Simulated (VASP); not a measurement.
# Ca (Immm) in VASP: a series of runs

The runs below take Ca through single point, with PBE.

All numbers are computed with VASP 6.6.1; they aren't measurements. Logs are shortened: lines on timing, memory, paths and dates and some standing lists are left out, and cuts for length are marked.

## Step 1: Starting point

The structure is orthorhombic, space group Immm (No. 71). Conventional cell: a = 4.193 Å, b = 4.203 Å, c = 4.891 Å, α = 90.00°, β = 90.00°, γ = 90.00°. Ca (site symmetry mmm) has 12 Ca at 3.85 to 4.20 Å as nearest neighbours.

This isn't the form of Ca at room conditions, which is fcc.

## Step 2: Single point, PBE

File INCAR:

```
PREC     = Accurate       # precision mode
ENCUT    = 500            # plane-wave cutoff, eV
EDIFF    = 1E-4           # SCF threshold, eV
ISMEAR   = 1              # smearing method
SIGMA    = 0.1            # smearing width, eV
LREAL    = False          # projectors in reciprocal space
LASPH    = True           # aspherical terms in the spheres
NELM     = 100            # most SCF steps
ALGO     = Normal         # electronic algorithm
ISIF     = 2              # what is computed and relaxed
LWAVE    = False          # write WAVECAR
LCHARG   = False          # write CHGCAR
GGA      = PE             # functional
ADDGRID  = False
```

File KPOINTS:

```
Automatic mesh
0
Gamma
  16 16 16
```

File POSCAR:

```
Ca
1.0
   -2.1296130000      2.1366080000      2.5183870000
    2.0452440000     -2.1127450000      2.4255450000
    2.0940060000      2.0772270000     -2.4978770000
Ca
1
Direct
    0.5036690000      0.4760610000     -0.0172770000
```

Potentials or basis: VASP PAW PBE potentials, release 64 (Ca_pv).

Command:

```sh
$ cat potpaw_PBE.64/Ca_pv/POTCAR > POTCAR
$ mpirun -np 1 vasp_std > vasp.out
```

OUTCAR:

```text
PREC = Accurate
   ENCUT = 500
   EDIFF = 1E-4
   ISMEAR = 1
   LREAL = False
   LASPH = True
   NELM = 100
   ISIF = 2
   GGA = PE

 Found   2052 irreducible k-points:

 Following reciprocal coordinates:
            Coordinates               Weight
  0.000000  0.000000  0.000000      1.000000
  0.062500  0.000000  0.000000      2.000000
  0.125000  0.000000  0.000000      2.000000
  0.187500  0.000000  0.000000      2.000000
  0.250000  0.000000  0.000000      2.000000
  0.312500  0.000000 -0.000000      2.000000
   k-points           NKPTS =   2052   k-points in BZ     NKDIM =   2052   number of bands    NBANDS=      8
   number of dos      NEDOS =    301   number of ions     NIONS =      1
   total plane-waves  NPLWV =  23520
   dimension x,y,z NGX =    30 NGY =   28 NGZ =   28
   dimension x,y,z NGXF=    60 NGYF=   56 NGZF=   56
   ions per type =               1
   NGX,Y,Z   is equivalent  to a cutoff of  12.69, 12.21, 12.04 a.u.
   NGXF,Y,Z  is equivalent  to a cutoff of  25.38, 24.42, 24.09 a.u.
 SYSTEM =  unknown system
   PREC   = accura    normal or accurate (medium, high low for compatibility)
   ISTART =      0    job   : 0-new  1-cont  2-samecut
   ICHARG =      2    charge: 1-file 2-atom 10-const
   ISPIN  =      1    spin polarized calculation?
   LNONCOLLINEAR =      F non collinear calculations
   LSORBIT =      F    spin-orbit coupling
   LASPH  =      T    aspherical Exc in radial PAW
   ENCUT  =  500.0 eV  36.75 Ry    6.06 a.u.   7.16  6.95  7.05*2*pi/ulx,y,z
   NELM   =    100;   NELMIN=  2; NELMDL= -5     # of ELM steps
   EDIFF  = 0.1E-03   stopping-criterion for ELM
   LREAL  =      F    real-space projection
   EDIFFG = 0.1E-02   stopping-criterion for IOM
   NSW    =      0    number of steps for IOM
   IBRION =     -1    ionic relax: 0-MD 1-quasi-New 2-CG
   NFREE  =      0    steps in history (QN), initial steepest desc. (CG)
   ISIF   =      2    stress and relaxation
   ISYM   =      2    0-nonsym 1-usesym 2-fastsym
   POTIM  = 0.5000    time-step for ionic-motion
   TEBEG  =    0.0;   TEEND  =   0.0 temperature during run
   PSTRESS=    0.0 pullay stress
   NELECT =       8.0000    total number of electrons
   NUPDOWN=      -1.0000    fix difference up-down
   EMIN   =  10.00;   EMAX   =-10.00  energy-range for DOS
   EFERMI =   0.00;   METHOD = LEGACY
   ISMEAR =     1;   SIGMA  =   0.10  broadening in eV -4-tet -1-fermi 0-gaus
   EFERMI_NEDOS =   21; number of points for ismear=-14 and -15
   IALGO  =     38    algorithm
   IMIX   =      4    mixing-type and parameters
     AMIX     =   0.40;   BMIX     =  1.00
     AMIX_MAG =   1.60;   BMIX_MAG =  1.00
  volume/ion in A,a.u.               =      43.10       290.85
  Fermi-wavevector in a.u.,A,eV,Ry     =   0.933859  1.764737 11.865531  0.872092
  Thomas-Fermi vector in A             =   2.060604
   LORBIT       =      0    0 simple, 1 ext, 2 COOP (PROOUT), +10 PAW based schemes
   GGA     = PE    functional components
   LHFCALC =     F    Hartree Fock is set to
   AEXX    =    0.0000 exact exchange contribution
   IVDW    =     0    specifies the selected vdW correction
   LEPSILON=     F    determine dielectric tensor
   LRPA    =     F    only Hartree local field effects (RPA)
 non-spin polarized calculation
 Methfessel and Paxton  Order N= 1 SIGMA  =   0.10
  energy-cutoff  :      500.00
  volume of cell :       43.10
 maximum number of plane-waves:      1118
 NGX is ok and might be reduce to    30

 number of electron       8.0000001 magnetization

 Free energy of the ion-electron system (eV)
  ---------------------------------------------------
  ext. energy  EPLUGINS =         0.00000000
  ---------------------------------------------------
  free energy    TOTEN  =        -1.90686051 eV

  energy without entropy =       -1.90664237  energy(sigma->0) =       -1.90678780

 E-fermi :   2.1353     XC(G=0):  -7.6329

 val. band max:        2.1352032783   @ k =   0.4375   0.3750   0.3125
 cond. band min:       2.1362410779   @ k =  -0.4375   0.3750   0.4375
 fundamental gap:      0.0010377996
 Fermi energy:         2.1353412177

 k-point     1 :       0.0000    0.0000    0.0000
  band No.  band energies     occupation
      1     -20.8686      2.00000
      2     -20.8632      2.00000
      3     -20.8533      2.00000
      4      -1.8719      2.00000
      5       4.2171      0.00000
      6       4.3434      0.00000
      7       4.9492      0.00000
      8       4.9795      0.00000

 k-point     2 :       0.0625    0.0000    0.0000
  band No.  band energies     occupation
      1     -20.8699      2.00000
      2     -20.8662      2.00000
      3     -20.8552      2.00000
      4      -1.8067      2.00000
      5       4.1942      0.00000
      6       4.3514      0.00000
      7       4.9443      0.00000
      8       4.9600      0.00000

 k-point     3 :       0.1250    0.0000    0.0000
  band No.  band energies     occupation
      1     -20.8793      2.00000
      2     -20.8725      2.00000
      3     -20.8572      2.00000
      4      -1.6134      2.00000
      5       4.0879     -0.00000
      6       4.3557      0.00000
      7       4.9167      0.00000
      8       4.9852      0.00000

 k-point     4 :       0.1875    0.0000    0.0000
  band No.  band energies     occupation
      1     -20.8999      2.00000
      2     -20.8774      2.00000
      3     -20.8581      2.00000
      4      -1.2991      2.00000
      5       3.8567     -0.00000
      6       4.3075      0.00000
      7       4.9222      0.00000
      8       5.1170      0.00000

 k-point     5 :       0.2500    0.0000    0.0000
  band No.  band energies     occupation
      1     -20.9246      2.00000
      2     -20.8831      2.00000
      3     -20.8586      2.00000
      4      -0.8764      2.00000
      5       3.5247     -0.00000
      6       4.2050      0.00000
      7       4.9475      0.00000
      8       5.3577      0.00000

 k-point     6 :       0.3125    0.0000   -0.0000
  band No.  band energies     occupation
      1     -20.9493      2.00000
      2     -20.8889      2.00000
      3     -20.8590      2.00000
      4      -0.3644      2.00000
      5       3.1309     -0.00000
      6       4.0866     -0.00000
      7       4.9463      0.00000
      8       5.6364      0.00000

 [... further k-points ...]
[... 5 lines left out ...]
  --------------------------------------------------------------------------------------
  -------------------------------------------------------------------------------------
  Total       -0.0600844     -0.0945441      0.0129130      0.0495862     -0.0337905      0.1300458
  in kB       -2.2335773     -3.5145827      0.4800296      1.8433174     -1.2561292      4.8343245
  external PRESSURE =      -1.7560434 kB  Pullay stress =       0.0000000 kB

 VOLUME and BASIS-vectors are now :
 -----------------------------------------------------------------------------
  energy-cutoff  :      500.00
  volume of cell :       43.10
      direct lattice vectors                 reciprocal lattice vectors
    -2.129613000  2.136608000  2.518387000     0.005544617  0.236380961  0.201221828
     2.045244000 -2.112745000  2.425545000     0.245206417  0.001067158  0.206447491
     2.094006000  2.077227000 -2.497877000     0.243696023  0.239358134  0.003003396

 POSITION                                       TOTAL-FORCE (eV/Angst)
 -----------------------------------------------------------------------------------
      1.95887      2.11169     -0.03158         0.000000      0.000000     -0.000000
 -----------------------------------------------------------------------------------
    total drift:                                0.000004     -0.000001     -0.000005

  FREE ENERGIE OF THE ION-ELECTRON SYSTEM (eV)
  ---------------------------------------------------
  free  energy   TOTEN  =        -1.9068605149 eV

  energy  without entropy=       -1.9066423662  energy(sigma->0) =       -1.90678780
```

It took 3.2 min on 1 thread of Intel Xeon Platinum 8488C (Sapphire Rapids), shared host; peak memory 0.81 GiB.

The run converged, but some of its settings lie outside the range that counts as converged, so its numbers aren't taken as properties of the crystal.

What came out:

- Free energy: -1.9069 eV
- Pressure: -0.2 GPa
- Band gap on the k mesh: none (metal or under the smearing width)

## Step 3: Single point, PBE

This run uses another cell than the first one, of the same volume but with other edges.

Changes to INCAR since step 2:

```diff
@@ -1,4 +1,4 @@
 PREC     = Accurate       # precision mode
-ENCUT    = 500            # plane-wave cutoff, eV
-EDIFF    = 1E-4           # SCF threshold, eV
+ENCUT    = 900            # plane-wave cutoff, eV
+EDIFF    = 1E-6           # SCF threshold, eV
 ISMEAR   = 1              # smearing method
```

File KPOINTS:

```
Automatic mesh
0
Gamma
  12 12 12
```

File POSCAR:

```
Ca
1.0
   -2.0964874600      2.1017318100      2.4453524600
    2.0964874600     -2.1017318100      2.4453524600
    2.0964874600      2.1017318100     -2.4453524600
Ca
1
Direct
    0.5000000000      0.5000000000      0.0000000000
```

Potentials or basis: VASP PAW PBE potentials, release 64 (Ca_pv).

Command:

```sh
$ cat potpaw_PBE.64/Ca_pv/POTCAR > POTCAR
$ mpirun -np 1 vasp_std > vasp.out
```

Wall time 91 s (1 thread of Intel Xeon Platinum 8488C (Sapphire Rapids), shared host); peak memory 0.42 GiB.

These settings aren't checked as converged: the numbers below hold their error.

Results:

| Property | Result |
| --- | --- |
| Free energy | -1.9070 eV |
| Pressure | -0.4 GPa |
| Band gap on the k mesh | none (metal or under the smearing width) |

## Step 4: Single point, PBE

INCAR is that of step 3.

KPOINTS is that of step 3.

File POSCAR:

```
Ca
1.0
   -2.1296130000      2.1366080000      2.5183870000
    2.0452440000     -2.1127450000      2.4255450000
    2.0940060000      2.0772270000     -2.4978770000
Ca
1
Direct
    0.5036690000      0.4760610000     -0.0172770000
```

Command:

```sh
$ cat potpaw_PBE.64/Ca_pv/POTCAR > POTCAR
$ mpirun -np 1 vasp_std > vasp.out
```

It took 4.7 min on 1 thread of Intel Xeon Platinum 8488C (Sapphire Rapids), shared host; peak memory 0.88 GiB.

The run converged, but some of its settings lie outside the range that counts as converged, so its numbers aren't taken as properties of the crystal.

What came out:

```yaml
Free_energy: -1.9060 eV
Pressure: -0.4 GPa
Band_gap_on_the_k_mesh: none (metal or under the smearing width)
```

## Step 5: The reference run

An earlier run on the cell as given: functional PBE; potentials or basis VASP PAW PBE potentials, release 64 (Ca_sv); cutoff 520 eV; k mesh 9 × 9 × 9; occupations fermi-dirac, width 0.05 eV; no spin polarisation.

- Pressure: -0.4 GPa
- Band gap on the k mesh: none (metal or under the smearing width)
